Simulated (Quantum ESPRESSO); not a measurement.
# Au (Fm-3m) in Quantum ESPRESSO: convergence with wavefunction cutoff

Aim: find how far wavefunction cutoff must go before the results for Au settle, at PBE. This setting moves, with any that are tied to it; all else stays.

Program: Quantum ESPRESSO 7.5. These are calculated values, not measurements. Logs are shortened: lines on timing, memory, paths and dates and some standing lists are left out, and cuts for length are marked.

## 1. The crystal as given

The structure is cubic, space group Fm-3m (No. 225). The conventional cell has a = 4.070 Å, b = 4.070 Å, c = 4.070 Å, α = 90.00°, β = 90.00°, γ = 90.00°. Au (site symmetry m-3m) has 12 Au at 2.88 Å as nearest neighbours.

## 2. With wavefunction cutoff 24 Ry

The input, pw.in:

```
&CONTROL
  calculation = 'scf'
  prefix = 'pwscf'
  outdir = './tmp'
  pseudo_dir = './pseudo'
  tprnfor = .true.
  tstress = .true.
  disk_io = 'nowf'
/
&SYSTEM
  ibrav = 0
  nat = 1
  ntyp = 1
  ecutwfc = 24
  nbnd = 16
  occupations = 'smearing'
  smearing = 'fd'
  degauss = 0.00734986
/
&ELECTRONS
  conv_thr = 2d-10
  electron_maxstep = 120
  mixing_beta = 0.5
/
ATOMIC_SPECIES
Au   196.9666 Au_ONCV_PBE-1.0.oncvpsp.upf
CELL_PARAMETERS angstrom
   0.0000000000    2.0350000000    2.0350000000
   2.0350000000    0.0000000000    2.0350000000
   2.0350000000    2.0350000000    0.0000000000
ATOMIC_POSITIONS crystal
Au     0.0000000000    0.0000000000    0.0000000000
K_POINTS automatic
11 11 11 0 0 0
```

Potentials or basis: SSSP 1.3 efficiency PBE.

Command:

```bash
$ OMP_NUM_THREADS=1 pw.x -in pw.in > pw.out
```

pw.out:

```text
This program is part of the open-source Quantum ESPRESSO suite
     for quantum simulation of materials; please cite
[... 6 lines left out ...]
     using ibrav=0 with symmetry is DISCOURAGED, use correct ibrav instead

     G-vector sticks info
     --------------------
     sticks:   dense  smooth     PW     G-vecs:    dense   smooth      PW
     Sum         199     199     73                 1807     1807     411

     Using Slab Decomposition

     bravais-lattice index     =            0
     lattice parameter (alat)  =       5.4385  a.u.
     unit-cell volume          =     113.7417 (a.u.)^3
     number of atoms/cell      =            1
     number of atomic types    =            1
     number of electrons       =        19.00
     number of Kohn-Sham states=           16
     kinetic-energy cutoff     =      24.0000  Ry
     charge density cutoff     =      96.0000  Ry
     scf convergence threshold =      2.0E-10
     mixing beta               =       0.5000
     number of iterations used =            8  plain     mixing
     Exchange-correlation= PBE
                           (   1   4   3   4   0   0   0)

     celldm(1)=   5.438489  celldm(2)=   0.000000  celldm(3)=   0.000000
     celldm(4)=   0.000000  celldm(5)=   0.000000  celldm(6)=   0.000000

     crystal axes: (cart. coord. in units of alat)
               a(1) = (   0.000000   0.707107   0.707107 )
               a(2) = (   0.707107   0.000000   0.707107 )
               a(3) = (   0.707107   0.707107   0.000000 )

     reciprocal axes: (cart. coord. in units 2 pi/alat)
               b(1) = ( -0.707107  0.707107  0.707107 )
               b(2) = (  0.707107 -0.707107  0.707107 )
               b(3) = (  0.707107  0.707107 -0.707107 )

     PseudoPot. # 1 for Au read from file:
     Au_ONCV_PBE-1.0.oncvpsp.upf
     Pseudo is Norm-conserving, Zval = 19.0
     Generated using ONCVPSP code by D. R. Hamann
     Using radial grid of 1278 points,  8 beta functions with:
                l(1) =   0
                l(2) =   0
                l(3) =   1
                l(4) =   1
                l(5) =   2
                l(6) =   2
                l(7) =   3
                l(8) =   3

     atomic species   valence    mass     pseudopotential
     Au               19.00   196.96660     Au( 1.00)

     48 Sym. Ops., with inversion, found

   Cartesian axes

     site n.     atom                  positions (alat units)
         1        Au     tau(   1) = (   0.0000000   0.0000000   0.0000000  )

     number of k points=    56  Fermi-Dirac smearing, width (Ry)=  0.0073
                       cart. coord. in units 2pi/alat
        k(    1) = (   0.0000000   0.0000000   0.0000000), wk =   0.0015026
        k(    2) = (   0.0642824   0.0642824  -0.0642824), wk =   0.0120210
        k(    3) = (   0.1285649   0.1285649  -0.1285649), wk =   0.0120210
        k(    4) = (   0.1928473   0.1928473  -0.1928473), wk =   0.0120210
        k(    5) = (   0.2571297   0.2571297  -0.2571297), wk =   0.0120210
        k(    6) = (   0.3214122   0.3214122  -0.3214122), wk =   0.0120210
[... 48 lines left out ...]
        k(   55) = (  -0.0642824  -0.4499770   0.7071068), wk =   0.0360631
        k(   56) = (   0.0000000  -0.3856946   0.6428243), wk =   0.0360631

     Dense  grid:     1807 G-vectors     FFT dimensions: (  18,  18,  18)

     Initial potential from superposition of free atoms

     starting charge      18.9999, renormalised to      19.0000
     Starting wfcs are   10 randomized atomic wfcs +    6 random wfcs

     Self-consistent Calculation

     iteration #  1     ecut=    24.00 Ry     beta= 0.50
     Davidson diagonalization with overlap
     ethr =  1.00E-02,  avg # of iterations =  5.7

     Threshold (ethr) on eigenvalues was too large:
     Diagonalizing with lowered threshold

     Davidson diagonalization with overlap
     ethr =  4.27E-04,  avg # of iterations =  1.4

     total energy              =    -273.96495729 Ry
     estimated scf accuracy    <       0.08194493 Ry
[... 43 lines left out ...]
     iteration #  8     ecut=    24.00 Ry     beta= 0.50
     Davidson diagonalization with overlap
     ethr =  2.74E-12,  avg # of iterations =  2.0

     End of self-consistent calculation

          k = 0.0000 0.0000 0.0000 (   229 PWs)   bands (ev):

   -87.4545 -37.4278 -37.4278 -37.4278  10.9268  16.4770  16.4770  16.4770
    18.0347  18.0347  35.5260  39.5660  39.5660  39.5660  44.6180  49.6492

          k = 0.0643 0.0643-0.0643 (   232 PWs)   bands (ev):
[... 106 lines left out ...]
   -87.4473 -37.6472 -37.5280 -37.4661  14.3373  16.0522  16.4555  17.0860
    17.9857  20.1666  29.5208  33.4365  37.5221  40.4949  42.2529  46.6501

          k = 0.0000-0.2571 0.2571 (   222 PWs)   bands (ev):

   -87.4493 -37.6016 -37.4885 -37.4508  13.5521  15.8130  16.7711  17.3027
    17.3331  19.2486  32.4975  34.5528  38.7651  40.2356  42.9891  45.7158

          k = 0.3857 0.0000-0.0000 (   218 PWs)   bands (ev):
[... 46 lines left out ...]
   -87.4446 -37.6496 -37.6092 -37.5623  14.6454  15.3802  17.0250  18.0996
    18.9218  24.3946  26.1739  28.4931  34.0798  38.7207  45.7193  46.9172

          k = 0.6428-0.0000 0.0000 (   222 PWs)   bands (ev):

   -87.4444 -37.7024 -37.5494 -37.5494  13.9880  14.2612  19.3457  19.3483
    19.3483  21.2755  27.6175  31.2149  31.2149  38.4964  41.2125  48.4166

          k =-0.0000-0.6428 0.6428 (   226 PWs)   bands (ev):

   -87.4451 -37.7051 -37.5865 -37.5841  14.0474  14.3444  18.8376  18.9878
    19.3669  22.7142  26.5222  30.3873  31.3946  39.1219  41.5482  48.0192

          k = 0.2571 0.1286 0.0000 (   223 PWs)   bands (ev):

   -87.4515 -37.5489 -37.4701 -37.4651  12.6979  15.8125  16.8260  17.1548
    17.5118  18.6201  34.8430  36.2246  38.8818  39.6428  42.8912  44.9612

          k = 0.3214 0.1928-0.0643 (   226 PWs)   bands (ev):
[... 36 lines left out ...]
   -87.4470 -37.7008 -37.5726 -37.5283  14.9164  15.7512  16.0775  17.4738
    18.5282  21.5086  27.7565  31.5512  35.6770  39.6170  43.5372  47.4780

          k = 0.0000-0.2571 0.3857 (   225 PWs)   bands (ev):

   -87.4478 -37.6395 -37.5285 -37.5184  14.5868  15.6249  16.1251  17.6551
    17.9177  20.1984  30.4246  32.5112  36.8270  41.2556  41.5035  46.9694

          k = 0.5143 0.1286 0.0000 (   228 PWs)   bands (ev):

   -87.4474 -37.6979 -37.5657 -37.5574  14.2947  14.6688  17.2768  18.7220
    18.7382  20.2759  30.2140  32.0934  33.1880  39.5858  40.8003  47.4853

          k =-0.1286-0.5143 0.6428 (   224 PWs)   bands (ev):
[... 6 lines left out ...]
   -87.4440 -37.6418 -37.5941 -37.5472  14.8328  15.4405  16.7108  17.9376
    19.1387  24.5318  25.6723  29.4976  33.0783  39.8821  45.3166  46.3233

          k = 0.0000-0.3857 0.5143 (   227 PWs)   bands (ev):

   -87.4457 -37.6711 -37.5964 -37.5690  15.1314  15.6931  16.1403  17.6578
    18.7131  23.0580  28.2197  28.3253  34.4106  39.7092  44.4403  48.0734

          k =-0.0643-0.5785 0.7071 (   226 PWs)   bands (ev):
[... 21 lines left out ...]
   -87.4431 -37.6586 -37.5607 -37.5455  14.9289  15.2055  16.7142  18.2017
    19.3741  24.3168  26.9126  29.1527  31.1709  42.5443  42.9727  45.8697

          k = 0.0000-0.3857 0.6428 (   220 PWs)   bands (ev):

   -87.4423 -37.6147 -37.6082 -37.5075  15.2031  15.6930  16.2225  17.7986
    19.4348  25.1577  26.9703  27.9754  31.3895  42.4430  44.3694  46.1537

     the Fermi energy is    21.0280 ev

!    total energy              =    -273.97981227 Ry
     estimated scf accuracy    <          8.2E-11 Ry
     smearing contrib. (-TS)   =      -0.00048679 Ry
     internal energy E=F+TS    =    -273.97932549 Ry

     The total energy is F=E-TS. E is the sum of the following terms:
     one-electron contribution =     -84.20903534 Ry
     hartree contribution      =      50.67150001 Ry
     xc contribution           =     -25.24281386 Ry
     ewald contribution        =    -215.19897629 Ry

     convergence has been achieved in   8 iterations

     Forces acting on atoms (cartesian axes, Ry/au):

     atom    1 type  1   force =     0.00000000    0.00000000    0.00000000

     Total force =     0.000000     Total SCF correction =     0.000000

     Computing stress (Cartesian axis) and pressure

          total   stress  (Ry/bohr**3)                   (kbar)     P=    -3620.32
  -0.02461043  -0.00000000   0.00000000        -3620.32       -0.00        0.00
  -0.00000000  -0.02461043   0.00000000           -0.00    -3620.32        0.00
   0.00000000  -0.00000000  -0.02461043            0.00       -0.00    -3620.32

=------------------------------------------------------------------------------=
   JOB DONE.
=------------------------------------------------------------------------------=
```

It took 2.3 s on 1 thread of Intel Xeon 6975P-C (Granite Rapids), shared host; peak memory 0.04 GiB.

What came out:

- Free energy: -3727.6852 eV
- Pressure: -362.0 GPa
- Band gap on the k mesh: none (metal or under the smearing width)

## 3. With wavefunction cutoff 30 Ry

Edit pw.in of step 2 so:

```diff
@@ -13,3 +13,3 @@
   ntyp = 1
-  ecutwfc = 24
+  ecutwfc = 30
   nbnd = 16
```

Potentials or basis: SSSP 1.3 efficiency PBE.

Command:

```bash
$ OMP_NUM_THREADS=1 pw.x -in pw.in > pw.out
```

It took 2.2 s on 1 thread of Intel Xeon 6975P-C (Granite Rapids), shared host; peak memory 0.04 GiB.

Results:

| Item | Value |
| --- | --- |
| Free energy | -3735.2643 eV |
| Pressure | -92.1 GPa |
| Band gap on the k mesh | none (metal or under the smearing width) |

## 4. With wavefunction cutoff 36 Ry

Edit pw.in of step 3 so:

```diff
@@ -13,3 +13,3 @@
   ntyp = 1
-  ecutwfc = 30
+  ecutwfc = 36
   nbnd = 16
```

Command:

```bash
$ OMP_NUM_THREADS=1 pw.x -in pw.in > pw.out
```

Run time: 3.5 s. Hardware: 1 thread of Intel Xeon 6975P-C (Granite Rapids), shared host; peak memory 0.04 GiB.

Results:

```yaml
Free_energy: -3736.8280 eV
Pressure: -12.4 GPa
Band_gap_on_the_k_mesh: none (metal or under the smearing width)
```

## 5. With wavefunction cutoff 42 Ry

Edit pw.in of step 4 so:

```diff
@@ -13,3 +13,3 @@
   ntyp = 1
-  ecutwfc = 36
+  ecutwfc = 42
   nbnd = 16
```

Command:

```bash
$ OMP_NUM_THREADS=1 pw.x -in pw.in > pw.out
```

It took 4.4 s on 1 thread of Intel Xeon 6975P-C (Granite Rapids), shared host; peak memory 0.04 GiB.

Results:

* Free energy: -3737.0777 eV
* Pressure: 6.7 GPa
* Band gap on the k mesh: none (metal or under the smearing width)

## 6. With wavefunction cutoff 48 Ry

Edit pw.in of step 5 so:

```diff
@@ -13,3 +13,3 @@
   ntyp = 1
-  ecutwfc = 42
+  ecutwfc = 48
   nbnd = 16
```

Potentials or basis: SSSP 1.3 efficiency PBE.

Command:

```bash
$ OMP_NUM_THREADS=1 pw.x -in pw.in > pw.out
```

It took 4.3 s on 1 thread of Intel Xeon 6975P-C (Granite Rapids), shared host; peak memory 0.04 GiB.

It converged, with:

```
Free energy            : -3737.1010 eV
Pressure               : 9.7 GPa
Band gap on the k mesh : none (metal or under the smearing width)
```

## 7. With wavefunction cutoff 54 Ry

Edit pw.in of step 6 so:

```diff
@@ -13,3 +13,3 @@
   ntyp = 1
-  ecutwfc = 48
+  ecutwfc = 54
   nbnd = 16
```

Command:

```bash
$ OMP_NUM_THREADS=1 pw.x -in pw.in > pw.out
```

Run time: 4 s. Hardware: 1 thread of Intel Xeon 6975P-C (Granite Rapids), shared host; peak memory 0.04 GiB.

Results (log left out):

| Quantity | Value |
| --- | --- |
| Free energy | -3737.1015 eV |
| Pressure | 9.8 GPa |
| Band gap on the k mesh | none (metal or under the smearing width) |

## 8. With wavefunction cutoff 60 Ry

Edit pw.in of step 7 so:

```diff
@@ -13,3 +13,3 @@
   ntyp = 1
-  ecutwfc = 54
+  ecutwfc = 60
   nbnd = 16
```

Command:

```bash
$ OMP_NUM_THREADS=1 pw.x -in pw.in > pw.out
```

Run time: 6.4 s. Hardware: 1 thread of Intel Xeon 6975P-C (Granite Rapids), shared host; peak memory 0.05 GiB.

Results (log left out):

- Free energy: -3737.1029 eV
- Pressure: 9.7 GPa
- Band gap on the k mesh: none (metal or under the smearing width)

## 9. With wavefunction cutoff 72 Ry

Edit pw.in of step 8 so:

```diff
@@ -13,3 +13,3 @@
   ntyp = 1
-  ecutwfc = 60
+  ecutwfc = 72
   nbnd = 16
```

Potentials or basis: SSSP 1.3 efficiency PBE.

Command:

```bash
$ OMP_NUM_THREADS=1 pw.x -in pw.in > pw.out
```

Run time: 7.1 s. Hardware: 1 thread of Intel Xeon 6975P-C (Granite Rapids), shared host; peak memory 0.06 GiB.

Results (log left out):

```yaml
Free_energy: -3737.1039 eV
Pressure: 9.8 GPa
Band_gap_on_the_k_mesh: none (metal or under the smearing width)
```

## 10. With wavefunction cutoff 90 Ry

Edit pw.in of step 9 so:

```diff
@@ -13,3 +13,3 @@
   ntyp = 1
-  ecutwfc = 72
+  ecutwfc = 90
   nbnd = 16
```

Command:

```bash
$ OMP_NUM_THREADS=1 pw.x -in pw.in > pw.out
```

It took 11 s on 1 thread of Intel Xeon 6975P-C (Granite Rapids), shared host; peak memory 0.07 GiB.

It converged, with:

- Free energy: -3737.1043 eV
- Pressure: 9.8 GPa
- Band gap on the k mesh: none (metal or under the smearing width)

## 11. Result

| wavefunction cutoff | energy less the tightest run, at zero smearing (meV/atom) | pressure (GPa) | SCF cycles | CPU time (s) | peak memory (GiB) |
| --- | --- | --- | --- | --- | --- |
| 24 Ry | 9419.02 | -362.03 | 8 | 2.2 | 0.04 |
| 30 Ry | 1839.96 | -92.10 | 8 | 2.2 | 0.04 |
| 36 Ry | 276.30 | -12.35 | 7 | 3.5 | 0.04 |
| 42 Ry | 26.60 | 6.70 | 8 | 4.4 | 0.04 |
| 48 Ry | 3.32 | 9.73 | 7 | 4.3 | 0.04 |
| 54 Ry | 2.84 | 9.77 | 7 | 4 | 0.04 |
| 60 Ry | 1.46 | 9.74 | 7 | 6.4 | 0.05 |
| 72 Ry | 0.45 | 9.81 | 7 | 7.1 | 0.06 |
| 90 Ry | 0.00 | 9.79 | 7 | 11 | 0.07 |

Against the tightest run, the energy stays within 1 meV/atom from 72 Ry on; the pressure stays within 0.1 GPa from 48 Ry on. The tightest run that finished is the yardstick and may itself not be fully converged.
